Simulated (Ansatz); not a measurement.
# Dielectric response of LiF (001) films

How well do thin rocksalt LiF (001) films screen a perpendicular field?

Program: Ansatz 0.2.0. Level of theory: plane-wave DFT, r2SCAN, Ansatz PAW. Results are calculated unless marked as measured.

Most raw output is cut from this account.

### Step 1. The structure

The cell holds 6 atoms: 3 Li and 3 F. Its edges and angles: a = 2.850 Å, b = 2.850 Å, c = 22.030 Å, α = 90.0°, β = 90.0°, γ = 90.0°. It derives from LiF (rocksalt LiF). Vacuum lies along c.

### Step 2. Relaxation, 6 atoms, units 3

The structure is relaxed first, because levels and dipoles at a surface follow the positions of the outer atoms.

The input, input.yaml:

```yaml
crystal:
  lattice:
    - [2.84964033, 0.0, 0.0]
    - [0.0, 2.84964033, 0.0]
    - [0.0, 0.0, 22.03]
  atoms:
    - { symbol: Li, position: [0.5, 0.5, 0.4085338175] }
    - { symbol: F, position: [0.0, 0.0, 0.4085338175] }
    - { symbol: Li, position: [0.0, 0.0, 0.5] }
    - { symbol: F, position: [0.5, 0.5, 0.5] }
    - { symbol: Li, position: [0.5, 0.5, 0.5914661825] }
    - { symbol: F, position: [0.0, 0.0, 0.5914661825] }
kpoints:
  mp_grid: { grid: [10, 10, 1] }
hamiltonian:
  xc: r2scan
scf:
  occupations: { method: fixed }
  convergence: { dr2_threshold: 1.0e-09 }
efield:
  axis: 3
  dipole_correction: true
  ramp_position: 0.97
  ramp_width: 0.06
relax:
  f_tol: 0.003
  max_steps: 100
output:
  write_potential: true
  write_density: true
  volumetric_format: npy
```

Launch:

```
> ansatz run input.yaml --threads 4 --pin off --max-ram 12288MiB --backend cpu --events-out ev --progress --plain --runs-dir out
```

Elapsed: 24 s, on 4 threads of Arm Neoverse V1, shared host; peak memory 0.78 GiB.

Relaxation path:

```
step  energy less that of the first step (eV)  largest force component (eV/Å)
   1                                   0.0000                          0.3519
   2                                  -0.0170                          0.1491
   3                                  -0.0227                          0.0396
   4                                  -0.0234                          0.0038
   5                                  -0.0234                          0.0001
```

Forces are held to the 8 operations that the run works with; a distortion that breaks them can't arise in this run.

The atoms that moved most (Å):

```csv
atom,dx,dy,dz,length
Li1,0.000,0.000,0.075,0.075
Li5,0.000,0.000,-0.075,0.075
F6,0.000,0.000,-0.016,0.016
F2,0.000,0.000,0.016,0.016
```

Final coordinates:

```xyz
6
Lattice="2.8496 0.0000 0.0000 0.0000 2.8496 0.0000 0.0000 0.0000 22.0300" Properties=species:S:1:pos:R:3
Li    1.4248    1.4248    9.0746
F     0.0000    0.0000    9.0162
Li    0.0000    0.0000   11.0150
F     1.4248    1.4248   11.0150
Li    1.4248    1.4248   12.9554
F     0.0000    0.0000   13.0138
```

Numbers from this step:

| Item | Value |
| --- | --- |
| gap on the k-mesh | 7.684 eV |
| dipole along the normal | 4.99e-8 e·Å |
| ionisation energy, upper face | 8.068 eV |
| electron affinity, upper face | 0.3840 eV |

Running mean over 2.015 Å of the planar mean; the ramp of the sawtooth is left out. Table of electron's electrostatic potential energy less the highest filled level by z:

```csv
z (Å),electron's electrostatic potential energy less the highest filled level (eV)
3,8.07
4,8.07
5,8.07
6,8.07
7,7.97
8,4.94
9,1.46
10,0.996
11,1.16
12,0.990
13,1.44
14,4.75
15,7.96
16,8.06
17,8.07
18,8.07
19,8.07
```

The relaxation took 5 steps and lowered the energy by 0.023 eV; the largest force on the free atoms ends at 1.2e-4 eV/Å.

The gap is 7.68 eV, with the valence edge 8.07 eV and the conduction edge 0.38 eV under the upper vacuum level.

### Step 3. The relaxed film, single point, 6 atoms, units 3

The film was relaxed beforehand; a single point on the relaxed positions gives its levels and potential.

input.yaml, the sections that differ from step 2:

```yaml
crystal:
  lattice:
    - [2.84964033, 0.0, 0.0]
    - [0.0, 2.84964033, 0.0]
    - [0.0, 0.0, 22.03]
  atoms:
    - { symbol: Li, position: [0.5, 0.5, 0.4119179558] }
    - { symbol: F, position: [0.0, 0.0, 0.4092691628] }
    - { symbol: Li, position: [0.0, 0.0, 0.5000000012] }
    - { symbol: F, position: [0.5, 0.5, 0.4999999989] }
    - { symbol: Li, position: [0.5, 0.5, 0.5880820451] }
    - { symbol: F, position: [0.0, 0.0, 0.5907308362] }
output:
  eigenvalues: true
  write_potential: true
  write_density: true
  volumetric_format: npy
# kpoints, hamiltonian, scf, efield: as in step 2
# relax: removed
```

Run time: 6.3 s. Hardware: 4 threads; peak memory 0.73 GiB; 24 s of CPU time.

This step gave:

* dipole along the normal: 6.56e-8 e·Å

Running mean over 2.015 Å of the planar mean; the ramp of the sawtooth is left out. Table of electron's electrostatic potential energy less the highest filled level by z:

```csv
z (Å),electron's electrostatic potential energy less the highest filled level (eV)
3,8.07
4,8.07
5,8.07
6,8.07
7,7.97
8,4.94
9,1.46
10,0.996
11,1.16
12,0.990
13,1.44
14,4.75
15,7.96
16,8.06
17,8.07
18,8.07
19,8.07
```

The gap is 7.68 eV, with the valence edge 8.07 eV and the conduction edge 0.38 eV under the upper vacuum level.

### Step 4. Single point, 6 atoms, units 3, field 0.05 V/Å

A sawtooth potential applies the field, turning back in the middle of the vacuum. With the dipole correction the typed value is the field outside the slab. The induced dipole is small, so the SCF threshold is tight.

Edit input.yaml of step 3 so:

```diff
@@ -18,3 +18,3 @@
   occupations: { method: fixed }
-  convergence: { dr2_threshold: 1.0e-09 }
+  convergence: { dr2_threshold: 1.0e-10 }
 efield:
@@ -24,4 +24,4 @@
   ramp_width: 0.06
+  amplitude: 0.05
 output:
-  eigenvalues: true
   write_potential: true
```

The job ended after 6.5 s (4 threads; peak memory 0.73 GiB; 25 s of CPU time).

Numbers from this step:

* gap on the k-mesh: 7.504 eV
* dipole along the normal: 0.007378 e·Å

The dipole is 0.00738 e·Å, and the gap on the mesh 7.504 eV.

### Step 5. Single point, 6 atoms, units 3, field -0.05 V/Å

Edit input.yaml of step 4 so:

```diff
@@ -24,3 +24,3 @@
   ramp_width: 0.06
-  amplitude: 0.05
+  amplitude: -0.05
 output:
```

The job ended after 6.4 s (4 threads; peak memory 0.73 GiB; 25 s of CPU time).

The dipole is -0.00738 e·Å, and the gap on the mesh 7.504 eV.

### Step 6. Response with the atoms held, 6 atoms, units 3

This step: plane-wave DFT, r2SCAN, Ansatz PAW; response to a field along the normal, atoms held (Ansatz 0.2.0).

The two fields give this film's response with the atoms held: the electronic part.

Numbers from this step:

- equivalent conductor thickness p/(ε₀AE): 3.288 Å
- distance between the outer atoms: 3.998 Å
- thickness: 6.045 Å

Local field over the applied field, running mean. From the potentials at -0.05 and 0.05 V/Å; running mean over 2.015 Å, taken twice. The local field over applied field by z:

```
z (Å)  local field over applied field
 4.08                           1.000
 4.49                           1.000
 4.90                           0.999
 5.17                           0.998
 5.58                           0.996
 5.98                           0.988
 6.39                           0.970
 6.66                           0.948
 7.07                           0.895
 7.48                           0.820
 7.89                           0.729
 8.16                           0.668
 8.57                           0.588
 8.98                           0.530
 9.38                           0.498
 9.66                           0.491
10.06                           0.491
10.47                           0.496
10.88                           0.499
11.15                           0.499
11.56                           0.496
11.97                           0.491
12.37                           0.491
12.65                           0.498
13.05                           0.530
13.46                           0.588
13.87                           0.668
14.14                           0.729
14.55                           0.820
14.96                           0.895
15.37                           0.948
15.64                           0.970
16.05                           0.988
16.45                           0.996
16.86                           0.998
17.13                           0.999
17.54                           1.000
17.95                           1.000
```

Electrons, planar mean, per unit field. Table of induced electron density by z:

z (Å), induced electron density (e/Å³ per V/Å) and a bar from the least value:
```
      4.5    0.00000 ###############
      5.0    0.00000 ###############
      5.5    0.00001 ###############
      6.0    0.00003 ###############
      6.5    0.00011 ###############
      7.0    0.00037 #################
      7.5    0.00112 #####################
      8.0    0.00263 #############################
      8.5    0.00278 ##############################
      9.0    0.00020 ################
      9.5   -0.00246 #
     10.0   -0.00036 #############
     10.5    0.00217 ###########################
     11.0    0.00001 ###############
     11.5   -0.00209 ###
     12.0    0.00013 ################
     12.5    0.00255 #############################
     13.0   -0.00024 ##############
     13.5   -0.00260 #
     14.0   -0.00272 
     14.5   -0.00119 ########
     15.0   -0.00040 #############
     15.5   -0.00012 ##############
     16.0   -0.00003 ###############
     16.5   -0.00001 ###############
     17.0    0.00000 ###############
     17.5    0.00000 ###############
```

By hand: between -0.05 and 0.05 V/Å the dipole changes by 0.01476 e·Å, a slope of 0.1476 e·Å²/V. A perfect conductor of thickness t has p = ε₀AEt, so t = 180.95 × 0.1476 / 8.120 = 3.29 Å (e/ε₀ = 180.95 V·Å, A in Å²).

The induced dipole is that of a conductor 3.29 Å thick.

### Step 7. Field on, atoms free, 6 atoms, field 0.05 V/Å

This step: plane-wave DFT, r2SCAN, Ansatz PAW (Ansatz 0.2.0).

Now the atoms may follow the field. A weak field makes forces of meV/Å to tens of meV/Å, so the force tolerance is set well below the usual one.

Edit input.yaml of step 5 so:

```diff
@@ -24,3 +24,6 @@
   ramp_width: 0.06
-  amplitude: -0.05
+  amplitude: 0.05
+relax:
+  f_tol: 0.0006
+  max_steps: 70
 output:
```

Run time: 23 s. Hardware: 4 threads; peak memory 0.79 GiB; 90 s of CPU time.

Hardly anything moved in the relaxation; the energy changed by under 0.2 meV an atom.

This step gave:

* gap on the k-mesh: 7.606 eV
* dipole along the normal: 0.01310 e·Å

The relaxation took 5 steps and lowered the energy by 1.4e-4 eV; the largest force on the free atoms ends at 1.6e-4 eV/Å.

The dipole is 0.0131 e·Å, and the gap on the mesh 7.606 eV.

### Step 8. Field on, atoms free, 6 atoms, field -0.05 V/Å

The opposite sign, again from the field-free geometry; the difference of the two cancels what relaxes without a field.

Edit input.yaml of step 7 so:

```diff
@@ -24,3 +24,3 @@
   ramp_width: 0.06
-  amplitude: 0.05
+  amplitude: -0.05
 relax:
```

The job ended after 23 s (4 threads; peak memory 0.78 GiB).

Hardly anything moved in the relaxation; the energy changed by under 0.2 meV an atom.

The relaxation took 5 steps and lowered the energy by 1.4e-4 eV; the largest force on the free atoms ends at 1.6e-4 eV/Å.

The dipole is -0.0131 e·Å, and the gap on the mesh 7.606 eV.

### Step 9. Response with the atoms relaxed, 6 atoms, units 3

This step: plane-wave DFT, r2SCAN, Ansatz PAW; response to a field along the normal, atoms relaxed (Ansatz 0.2.0).

The two relaxed runs give the static response.

This step gave:

| Property | Result |
| --- | --- |
| equivalent conductor thickness p/(ε₀AE) | 5.840 Å |

Local field over the applied field, running mean. From the potentials at -0.05 and 0.05 V/Å; running mean over 2.015 Å, taken twice. Local field over applied field against z:

```csv
z (Å),local field over applied field
4.5,1.000
5.0,0.999
5.5,0.996
6.0,0.985
6.5,0.927
7.0,0.811
7.5,0.676
8.0,0.480
8.5,0.311
9.0,0.211
9.5,0.100
10.0,0.0813
10.5,0.0844
11.0,0.0525
11.5,0.0817
12.0,0.0829
12.5,0.0947
13.0,0.204
13.5,0.305
14.0,0.467
14.5,0.666
15.0,0.804
15.5,0.921
16.0,0.984
16.5,0.996
17.0,0.999
17.5,1.000
```

The induced dipole is that of a conductor 5.84 Å thick.

### Step 10. Relaxation, 10 atoms, units 5

This step: plane-wave DFT, r2SCAN, Ansatz PAW (Ansatz 0.2.0).

System of this step: LiF (001), 5 units. The cell holds 10 atoms: 5 Li and 5 F. Its edges and angles: a = 2.850 Å, b = 2.850 Å, c = 26.060 Å, α = 90.0°, β = 90.0°, γ = 90.0°. It derives from LiF (rocksalt LiF). Vacuum lies along c.

The next thickness, treated alike, so that differences show the interior and the faces cancel.

The input, input.yaml:

```yaml
crystal:
  lattice:
    - [2.84964033, 0.0, 0.0]
    - [0.0, 2.84964033, 0.0]
    - [0.0, 0.0, 26.06]
  atoms:
    - { symbol: Li, position: [0.5, 0.5, 0.3453568688] }
    - { symbol: F, position: [0.0, 0.0, 0.3453568688] }
    - { symbol: Li, position: [0.0, 0.0, 0.4226784344] }
    - { symbol: F, position: [0.5, 0.5, 0.4226784344] }
    - { symbol: Li, position: [0.5, 0.5, 0.5] }
    - { symbol: F, position: [0.0, 0.0, 0.5] }
    - { symbol: Li, position: [0.0, 0.0, 0.5773215656] }
    - { symbol: F, position: [0.5, 0.5, 0.5773215656] }
    - { symbol: Li, position: [0.5, 0.5, 0.6546431312] }
    - { symbol: F, position: [0.0, 0.0, 0.6546431312] }
kpoints:
  mp_grid: { grid: [10, 10, 1] }
hamiltonian:
  xc: r2scan
scf:
  occupations: { method: fixed }
  convergence: { dr2_threshold: 1.0e-09 }
efield:
  axis: 3
  dipole_correction: true
  ramp_position: 0.97
  ramp_width: 0.06
relax:
  f_tol: 0.003
  max_steps: 100
output:
  write_potential: true
  write_density: true
  volumetric_format: npy
```

Elapsed: 43 s, on 4 threads; peak memory 0.96 GiB; 2.8 min of CPU time.

The steps of the relaxation:

```csv
step,energy less that of the first step (eV),largest force component (eV/Å)
1,0.0000,0.3519
2,-0.0193,0.1305
3,-0.0267,0.0438
4,-0.0280,0.0040
5,-0.0280,0.0012
```

The run keeps the 8 symmetry operations that it works with, so distortions that break them were not tested.

The atoms that moved most (Å):

| atom | dx | dy | dz | length |
| --- | --- | --- | --- | --- |
| Li9 | 0.000 | 0.000 | -0.110 | 0.110 |
| Li1 | 0.000 | 0.000 | 0.110 | 0.110 |
| F10 | 0.000 | 0.000 | -0.049 | 0.049 |
| F2 | 0.000 | 0.000 | 0.049 | 0.049 |
| F4 | 0.000 | 0.000 | 0.037 | 0.037 |
| F8 | 0.000 | 0.000 | -0.037 | 0.037 |
| Li3 | 0.000 | 0.000 | 0.025 | 0.025 |
| Li7 | 0.000 | 0.000 | -0.025 | 0.025 |

The relaxation took 5 steps and lowered the energy by 0.028 eV; the largest force on the free atoms ends at 0.0012 eV/Å.

The gap is 7.72 eV, with the valence edge 8.09 eV and the conduction edge 0.37 eV under the upper vacuum level.

### Step 11. The relaxed film, single point, 10 atoms, units 5

input.yaml, the sections that differ from step 10:

```yaml
crystal:
  lattice:
    - [2.84964033, 0.0, 0.0]
    - [0.0, 2.84964033, 0.0]
    - [0.0, 0.0, 26.06]
  atoms:
    - { symbol: Li, position: [0.5, 0.5, 0.3495623831] }
    - { symbol: F, position: [0.0, 0.0, 0.3472250736] }
    - { symbol: Li, position: [0.0, 0.0, 0.4236311993] }
    - { symbol: F, position: [0.5, 0.5, 0.42408223] }
    - { symbol: Li, position: [0.5, 0.5, 0.5000000001] }
    - { symbol: F, position: [0.0, 0.0, 0.5000000001] }
    - { symbol: Li, position: [0.0, 0.0, 0.5763688007] }
    - { symbol: F, position: [0.5, 0.5, 0.57591777] }
    - { symbol: Li, position: [0.5, 0.5, 0.6504376169] }
    - { symbol: F, position: [0.0, 0.0, 0.6527749262] }
output:
  eigenvalues: true
  write_potential: true
  write_density: true
  volumetric_format: npy
  elf: true
# kpoints, hamiltonian, scf, efield: as in step 10
# relax: removed
```

It took 13 s on 4 threads; peak memory 0.95 GiB; 50 s of CPU time.

The gap is 7.72 eV, with the valence edge 8.09 eV and the conduction edge 0.37 eV under the upper vacuum level.

### Step 12. Single point, 10 atoms, units 5, field 0.05 V/Å

Edit input.yaml of step 11 so:

```diff
@@ -22,3 +22,3 @@
   occupations: { method: fixed }
-  convergence: { dr2_threshold: 1.0e-09 }
+  convergence: { dr2_threshold: 1.0e-10 }
 efield:
@@ -28,4 +28,4 @@
   ramp_width: 0.06
+  amplitude: 0.05
 output:
-  eigenvalues: true
   write_potential: true
@@ -33,2 +33 @@
   volumetric_format: npy
-  elf: true
```

Wall time 12 s (4 threads); peak memory 0.95 GiB; 45 s of CPU time.

The dipole is 0.0118 e·Å, and the gap on the mesh 7.422 eV.

### Step 13. Atoms held, 10 atoms, units 5, field -0.05 V/Å

Edit input.yaml of step 12 so:

```diff
@@ -28,3 +28,3 @@
   ramp_width: 0.06
-  amplitude: 0.05
+  amplitude: -0.05
 output:
```

Run time: 12 s. Hardware: 4 threads; peak memory 0.95 GiB.

The dipole is -0.0118 e·Å, and the gap on the mesh 7.422 eV.

### Step 14. Response with the atoms held, 10 atoms, units 5

This step: plane-wave DFT, r2SCAN, Ansatz PAW; response to a field along the normal, atoms held (Ansatz 0.2.0).

Local field over the applied field, running mean. From the potentials at -0.05 and 0.05 V/Å; running mean over 2.015 Å, taken twice. Table of local field over applied field by z:

```
z (Å)  local field over applied field
  4.5                           1.000
  5.0                           0.999
  5.5                           0.997
  6.0                           0.988
  6.5                           0.965
  7.0                           0.910
  7.5                           0.822
  8.0                           0.712
  8.5                           0.606
  9.0                           0.532
  9.5                           0.495
 10.0                           0.490
 10.5                           0.496
 11.0                           0.501
 11.5                           0.504
 12.0                           0.505
 12.5                           0.504
 13.0                           0.504
 13.5                           0.504
 14.0                           0.505
 14.5                           0.504
 15.0                           0.502
 15.5                           0.497
 16.0                           0.490
 16.5                           0.493
 17.0                           0.525
 17.5                           0.595
 18.0                           0.698
 18.5                           0.810
 19.0                           0.902
 19.5                           0.960
 20.0                           0.987
 20.5                           0.996
 21.0                           0.999
 21.5                           1.000
```

The induced dipole is that of a conductor 5.25 Å thick.

### Step 15. Field on, atoms free, 10 atoms, units 5, field 0.05 V/Å

This step: plane-wave DFT, r2SCAN, Ansatz PAW (Ansatz 0.2.0).

The same pair of relaxations in the field for this thickness.

Edit input.yaml of step 13 so:

```diff
@@ -28,3 +28,6 @@
   ramp_width: 0.06
-  amplitude: -0.05
+  amplitude: 0.05
+relax:
+  f_tol: 0.0006
+  max_steps: 70
 output:
```

Elapsed: 35 s, on 4 threads; peak memory 0.96 GiB; 2.3 min of CPU time.

Hardly anything moved in the relaxation; the energy changed by under 0.2 meV an atom.

The relaxation took 4 steps and lowered the energy by 2.3e-4 eV; the largest force on the free atoms ends at 4.4e-4 eV/Å.

The dipole is 0.0208 e·Å, and the gap on the mesh 7.598 eV.

### Step 16. Field on, atoms free, 10 atoms, units 5, field -0.05 V/Å

Edit input.yaml of step 15 so:

```diff
@@ -28,3 +28,3 @@
   ramp_width: 0.06
-  amplitude: 0.05
+  amplitude: -0.05
 relax:
```

Wall time 35 s (4 threads); peak memory 0.96 GiB.

No atom moved by 0.005 Å in the relaxation.

The relaxation took 4 steps and lowered the energy by 2.3e-4 eV; the largest force on the free atoms ends at 4.4e-4 eV/Å.

The dipole is -0.0208 e·Å, and the gap on the mesh 7.598 eV.

[end of part 1 of 2]

[Logs are printed without paths, hosts, clocks, repeated set-up lines and the standing remarks that a program may print on its own settings, such as how far it seeks lower states.]

[Hosts, paths, dates, database ids (printed as entryN), source tags and the programs' standing remarks are cut or masked in the printed files.]

[Maps of the electrostatic potential energy from Ansatz leave out the sawtooth potential of an applied field or a dipole correction, so their vacuum need not be flat; planar profiles and work functions include it.]
